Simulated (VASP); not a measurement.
# BN (Qingsongite) in VASP: a series of runs, part 2 of 2

VASP 6.6.1. Earlier steps stand in the parts before.

## (4) Single point, r2SCAN

This run uses another cell than the first one, of 5.67 Å³/atom, 0.905 times its volume.

Input file POSCAR:

```
BN
1.0
    0.0000000000      1.7713500000      1.8075000000
    1.7713500000      0.0000000000      1.8075000000
    1.7713500000      1.7713500000      0.0000000000
B N
1 1
Direct
    0.0000000000      0.0000000000      0.0000000000
    0.2500000000      0.2500000000      0.2500000000
```

Input file INCAR.step1:

```
SYSTEM = BN
ALGO = Normal
EDIFF = 1E-5
ENCUT = 910
GGA = PE
GGA_COMPAT = .False.
ISMEAR = 0
LASPH = .True.
LCHARG = .False.
LREAL = .False.
LWAVE = .True.
NBANDS = 11
NELM = 120
PREC = Accurate
SIGMA = 0.05
```

Input file INCAR.step2:

```
SYSTEM = BN
ALGO = Normal
EDIFF = 1E-6
ENCUT = 910
GGA_COMPAT = .False.
ISIF = 2
ISMEAR = 0
ISTART = 1
LASPH = .True.
LCHARG = .True.
LELF = .True.
LMIXTAU = .True.
LREAL = .False.
LVHAR = .True.
LWAVE = .False.
METAGGA = R2SCAN
NBANDS = 11
NELM = 120
PREC = Accurate
SIGMA = 0.05
```

Input file KPOINTS:

```
k-points
0
Gamma
  10 10 10
  0 0 0
```

The run is started by

```
$ cat potpaw_PBE.64/B_h/POTCAR potpaw_PBE.64/N_h/POTCAR > POTCAR
$ cp INCAR.step1 INCAR
$ mpirun -np 1 vasp_std > vasp.out
$ cp INCAR.step2 INCAR
$ mpirun -np 1 vasp_std > vasp.out
```

Wall time 50 s (1 thread of Intel Xeon 6975P-C (Granite Rapids), shared host); peak memory 0.17 GiB.

It converged, with:

* Free energy: -19.1746 eV
* Pressure: 14.4 GPa
* Band gap on the k mesh: 4.85 eV, indirect (least direct gap 9.63 eV)

Stress tensor (GPa, compression positive):
```
19.09  0.00  0.00
 0.00 19.09  0.00
 0.00  0.00  5.11
```

Levels at points of the mesh, in eV from the valence-band top:
| k point | band 2 | band 3 | band 4 | band 5 | band 6 | band 7 |
| --- | --- | --- | --- | --- | --- | --- |
| (0.00, 0.00, 0.00) | -0.22 | 0.00 | 0.00 | 9.63 | 9.63 | 9.78 |
| (0.50, 0.00, 0.00) | -11.53 | -2.33 | -1.99 | 10.99 | 11.77 | 11.80 |
| (0.50, 0.50, 0.00) | -9.86 | -5.17 | -5.17 | 5.23 | 10.32 | 19.83 |
| (0.50, 0.00, 0.50) | -9.55 | -5.47 | -5.46 | 4.85 | 9.82 | 19.70 |

Caveat: the cutoff is under 1.25 times the usual one of these potentials, so pressure, stress and relaxed cells hold a basis-set (Pulay) error; the PAW data sets were made with another functional, which shifts forces and pressure a little. r2SCAN opens gaps a little over a GGA but as a rule still falls short of measured ones.

## (5) Single point, r2SCAN

This run uses another cell than the first one, of 5.79 Å³/atom, 0.924 times its volume.

Input file POSCAR:

```
BN
1.0
    0.0000000000      1.7894250000      1.8075000000
    1.7894250000      0.0000000000      1.8075000000
    1.7894250000      1.7894250000      0.0000000000
B N
1 1
Direct
    0.0000000000      0.0000000000      0.0000000000
    0.2500000000      0.2500000000      0.2500000000
```

Input file INCAR.step1:

```
PREC = Accurate
ENCUT = 910
ISMEAR = 0
SIGMA = 0.05
LREAL = F
LASPH = T
NELM = 120
NBANDS = 11
GGA = PE
ALGO = Normal
EDIFF = 1E-5
LWAVE = T
LCHARG = F
GGA_COMPAT = F
```

Input file INCAR.step2:

```
PREC = Accurate
ENCUT = 910
EDIFF = 1E-6
ISMEAR = 0
SIGMA = 0.05
LREAL = F
LASPH = T
NELM = 120
ALGO = Normal
ISIF = 2
LWAVE = F
LCHARG = F
METAGGA = R2SCAN
LMIXTAU = T
NBANDS = 11
ISTART = 1
GGA_COMPAT = F
```

Input file KPOINTS:

```
regular mesh
0
Gamma
  10 10 10
```

Potentials or basis: VASP PAW PBE potentials, release 64 (B_h, N_h).

The run is started by

```
$ cat potpaw_PBE.64/B_h/POTCAR potpaw_PBE.64/N_h/POTCAR > POTCAR
$ cp INCAR.step1 INCAR
$ mpirun -np 1 vasp_std > vasp.out
$ cp INCAR.step2 INCAR
$ mpirun -np 1 vasp_std > vasp.out
```

OUTCAR:

```text
PREC = Accurate
   ENCUT = 910
   EDIFF = 1E-6
   ISMEAR = 0
   LREAL = F
   LASPH = T
   NELM = 120
   ISIF = 2
   METAGGA = R2SCAN
   ISTART = 1

 ion  position               nearest neighbor table
   1  0.000  0.000  0.000-
   2  0.250  0.250  0.250-

  LATTYP: Found a body centered tetragonal cell.
 ALAT       =     2.5306291038
 C/A-ratio  =     1.4284985479

  Lattice vectors:

 A1 = (  -1.7894250000,   0.0000000000,   1.8075000000)
 A2 = (   1.7894250000,   0.0000000000,   1.8075000000)
 A3 = (   0.0000000000,   1.7894250000,  -1.8075000000)

Analysis of symmetry for initial positions (statically):
=====================================================================
 Subroutine PRICEL returns:
 Original cell was already a primitive cell.

 Routine SETGRP: Setting up the symmetry group for a
 body centered tetragonal supercell.

 Subroutine GETGRP returns: Found  8 space group operations
 (whereof  8 operations were pure point group operations)
 out of a pool of 16 trial point group operations.

[... 169 lines left out ...]

 k-point     1 :       0.0000    0.0000    0.0000
  band No.  band energies     occupation
      1     -12.3113      2.00000
      2       9.1379      2.00000
      3       9.2421      2.00000
      4       9.2421      2.00000
      5      18.8333      0.00000
      6      18.8334      0.00000
      7      18.9071      0.00000
      8      20.6188      0.00000
      9      35.7526      0.00000
     10      37.8748      0.00000
     11      38.4283      0.00000
[... 309 lines left out ...]
 k-point    24 :       0.4000    0.3000    0.0000
  band No.  band energies     occupation
      1      -8.4025      2.00000
      2       1.9532      2.00000
      3       4.4714      2.00000
      4       4.9864      2.00000
      5      16.0667      0.00000
      6      20.7828      0.00000
      7      26.0594      0.00000
      8      26.1935      0.00000
      9      30.4138      0.00000
     10      38.2701      0.00000
     11      42.8125      0.00000

 [... further k-points ...]

------------------------ aborting loop because EDIFF is reached ----------------------------------------

  FORCE on cell =-STRESS in cart. coord.  units (eV):
  Direction    XX          YY          ZZ          XY          YZ          ZX
  --------------------------------------------------------------------------------------
  -------------------------------------------------------------------------------------
  Total        0.5766374      0.5766374      0.0909077      0.0000000     -0.0000000      0.0000000
  in kB       79.8138235     79.8138235     12.5827554      0.0000000     -0.0000000      0.0000000
  external PRESSURE =      57.4034675 kB  Pullay stress =       0.0000000 kB

 VOLUME and BASIS-vectors are now :
 -----------------------------------------------------------------------------
  energy-cutoff  :      910.00
  volume of cell :       11.58
      direct lattice vectors                 reciprocal lattice vectors
     0.000000000  1.789425000  1.807500000    -0.279419367  0.279419367  0.276625173
     1.789425000  0.000000000  1.807500000     0.279419367 -0.279419367  0.276625173
     1.789425000  1.789425000  0.000000000     0.279419367  0.279419367 -0.276625173

 POSITION                                       TOTAL-FORCE (eV/Angst)
 -----------------------------------------------------------------------------------
      0.00000      0.00000      0.00000        -0.000000     -0.000000     -0.000000
      0.89471      0.89471      0.90375         0.000000      0.000000      0.000000
 -----------------------------------------------------------------------------------
    total drift:                                0.000000      0.000000      0.000000

  FREE ENERGIE OF THE ION-ELECTRON SYSTEM (eV)
  ---------------------------------------------------
  free  energy   TOTEN  =       -19.1947476569 eV

  energy  without entropy=      -19.1947476569  energy(sigma->0) =      -19.19474766
```

OSZICAR.step1:

```text
N       E                     dE             d eps       ncg     rms          rms(c)
DAV:   1     0.151944419016E+02    0.15194E+02   -0.63508E+03  2332   0.104E+03
DAV:   2    -0.172956745094E+02   -0.32490E+02   -0.30869E+02  2991   0.173E+02
DAV:   3    -0.184188646714E+02   -0.11232E+01   -0.11204E+01  2726   0.274E+01
DAV:   4    -0.184217598253E+02   -0.28952E-02   -0.28949E-02  2418   0.166E+00
DAV:   5    -0.184217693164E+02   -0.94911E-05   -0.94910E-05  2613   0.976E-02    0.609E+00
DAV:   6    -0.175383747807E+02    0.88339E+00   -0.28908E+00  2301   0.948E+00    0.238E+00
DAV:   7    -0.174692283403E+02    0.69146E-01   -0.13264E-01  2559   0.291E+00    0.123E+00
DAV:   8    -0.174561003867E+02    0.13128E-01   -0.38988E-02  2513   0.140E+00    0.145E-01
DAV:   9    -0.174563925395E+02   -0.29215E-03   -0.22335E-03  2423   0.316E-01    0.700E-02
DAV:  10    -0.174564435822E+02   -0.51043E-04   -0.21491E-04  2516   0.123E-01    0.124E-02
DAV:  11    -0.174564495318E+02   -0.59497E-05   -0.19786E-05  2521   0.398E-02
   1 F= -.17456450E+02 E0= -.17456450E+02  d E =-.421874E-11
```

Run time: 78 s. Hardware: 1 thread of Intel Xeon Platinum 8488C (Sapphire Rapids), shared host; peak memory 0.17 GiB.

Results:

* Free energy: -19.1947 eV
* Pressure: 5.7 GPa
* Band gap on the k mesh: 4.92 eV, indirect (least direct gap 9.59 eV)

Caveat: the cutoff is under 1.25 times the usual one of these potentials, so pressure, stress and relaxed cells hold a basis-set (Pulay) error; the PAW data sets were made with another functional, which shifts forces and pressure a little. A k mesh can miss the band edges.

## (6) Single point, r2SCAN

This run uses another cell than the first one, of 6.02 Å³/atom, 0.962 times its volume.

Input file POSCAR:

```
BN
1.0
    0.0000000000      1.8255750000      1.8075000000
    1.8255750000      0.0000000000      1.8075000000
    1.8255750000      1.8255750000      0.0000000000
B N
1 1
Direct
    0.0000000000      0.0000000000      0.0000000000
    0.2500000000      0.2500000000      0.2500000000
```

Input file INCAR.step1:

```
SYSTEM = BN
PREC     = Accurate       ! precision mode
ENCUT    = 910            ! plane-wave cutoff, eV
ISMEAR   = 0              ! smearing method
SIGMA    = 0.05           ! smearing width, eV
LREAL    = .False.        ! projectors in reciprocal space
LASPH    = .True.         ! aspherical terms in the spheres
NELM     = 120            ! most SCF steps
NBANDS   = 11             ! bands
GGA      = PE             ! functional
ALGO     = Normal         ! electronic algorithm
EDIFF    = 1E-5           ! SCF threshold, eV
LWAVE    = .True.         ! write WAVECAR
LCHARG   = .False.        ! write CHGCAR
GGA_COMPAT= .False.
```

Input file INCAR.step2:

```
SYSTEM = BN
PREC     = Accurate       ! precision mode
ENCUT    = 910            ! plane-wave cutoff, eV
EDIFF    = 1E-6           ! SCF threshold, eV
ISMEAR   = 0              ! smearing method
SIGMA    = 0.05           ! smearing width, eV
LREAL    = .False.        ! projectors in reciprocal space
LASPH    = .True.         ! aspherical terms in the spheres
NELM     = 120            ! most SCF steps
ALGO     = Normal         ! electronic algorithm
ISIF     = 2              ! what is computed and relaxed
LWAVE    = .False.        ! write WAVECAR
LCHARG   = .False.        ! write CHGCAR
METAGGA  = R2SCAN         ! meta-GGA
LMIXTAU  = .True.       
NBANDS   = 11             ! bands
ISTART   = 1            
GGA_COMPAT= .False.
```

Input file KPOINTS:

```
Automatic mesh
0
Gamma
  10 10 10
  0 0 0
```

Potentials or basis: VASP PAW PBE potentials, release 64 (B_h, N_h).

The run is started by

```
$ cat potpaw_PBE.64/B_h/POTCAR potpaw_PBE.64/N_h/POTCAR > POTCAR
$ cp INCAR.step1 INCAR
$ mpirun -np 1 vasp_std > vasp.out
$ cp INCAR.step2 INCAR
$ mpirun -np 1 vasp_std > vasp.out
```

It took 52 s on 1 thread of Intel Xeon 6975P-C (Granite Rapids), shared host; peak memory 0.17 GiB.

The run converged. Its results:

| Property | Result |
| --- | --- |
| Free energy | -19.1896 eV |
| Pressure | -9.6 GPa |
| Band gap on the k mesh | 4.79 eV, indirect (least direct gap 9.34 eV) |

Stress tensor (GPa, compression positive):
```
-11.70   0.00   0.00
  0.00 -11.70   0.00
  0.00   0.00  -5.48
```

Levels at points of the mesh, in eV from the valence-band top:
| k point | band 2 | band 3 | band 4 | band 5 | band 6 | band 7 |
| --- | --- | --- | --- | --- | --- | --- |
| (0.00, 0.00, 0.00) | -0.10 | -0.10 | 0.00 | 9.34 | 9.41 | 9.41 |
| (0.50, 0.00, 0.00) | -10.95 | -2.11 | -1.96 | 10.42 | 11.25 | 11.40 |
| (0.50, 0.50, 0.00) | -9.15 | -5.14 | -5.14 | 4.79 | 9.47 | 18.92 |
| (0.50, 0.00, 0.50) | -9.30 | -5.01 | -5.00 | 4.96 | 9.71 | 18.81 |

Caveat: the cutoff is under 1.25 times the usual one of these potentials, so pressure, stress and relaxed cells hold a basis-set (Pulay) error; the PAW data sets were made with another functional, which shifts forces and pressure a little. r2SCAN opens gaps a little over a GGA but as a rule still falls short of measured ones.

## (7) Overview

| potentials or basis | cell | cutoff (eV) | second run | gap on the mesh (eV) | pressure (GPa) |
| --- | --- | --- | --- | --- | --- |
| VASP PAW PBE potentials, release 64 (B, N) | a = 2.595, b = 2.595, c = 2.633 Å, angles 59.5, 59.5, 61.0°, 2 atoms | 520 | - | 4.40 | -21.3 |
| VASP PAW PBE potentials, release 64 (B_h, N_h) | a = 2.556 Å, angles 60.0°, 2 atoms | 910 | hard_potentials | 4.99 | -2.3 |
| VASP PAW PBE potentials, release 64 (B_h, N_h) | a = 2.531, b = 2.531, c = 2.505 Å, angles 60.3, 60.3, 59.3°, 2 atoms | 910 | hard_potentials | 4.85 | 14.4 |
| VASP PAW PBE potentials, release 64 (B_h, N_h) | a = 2.543, b = 2.543, c = 2.531 Å, angles 60.2, 60.2, 59.7°, 2 atoms | 910 | hard_potentials | 4.92 | 5.7 |
| VASP PAW PBE potentials, release 64 (B_h, N_h) | a = 2.569, b = 2.569, c = 2.582 Å, angles 59.8, 59.8, 60.3°, 2 atoms | 910 | hard_potentials | 4.79 | -9.6 |

Alike in all rows: task single point; level r2SCAN; no spin polarisation; k mesh 10 × 10 × 10; smearing gaussian 0.05 eV.

Caveats: the PAW data sets were made with another functional, which shifts forces and pressure a little; the cutoff is under 1.25 times the usual one of these potentials, so pressure, stress and relaxed cells hold a basis-set (Pulay) error (some runs).

Total energies depend on the potentials used, so only differences within one code and one set of settings carry meaning.

## (8) How close it comes

Step 3. Measured gap of BN: 6.4 eV (indirect; 300 K; a printed reference work, monograph). This calculation gives 4.99 eV (-1.41 eV). The value is that of r2SCAN on a finite k mesh, which can miss the band edges, without temperature or zero-point motion.
